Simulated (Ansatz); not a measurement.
The calculation used DFT, revPBE, plane waves (420 eV) with PAW, scalar-relativistic in Ansatz 0.2.0. (PAW data from PBE, frozen cores regenerated.)

An element in the omega (AlB2-type) structure gives this curve. The cell is scaled uniformly from the relaxed one, with fractional coordinates and shape fixed. Energies are extrapolated to zero smearing, pressures are those at the given smearing. Magnetic state: spin not included.

```tsv
V (Å³/atom)	E − E₀ (meV/atom)	P (GPa)
13.158	77.0	15.59
13.756	31.2	9.17
14.354	7.0	4.03
14.953	0.0	-0.09
15.551	6.8	-3.41
16.149	24.9	-6.07
16.747	51.8	-8.16
```

Q: Which element is it?
A. vanadium
B. zinc
C. molybdenum
D. silicon

A: D. Its fit is V₀ = 14.93 Å³/atom, B₀ = 93 GPa, B₀′ = 4.4.
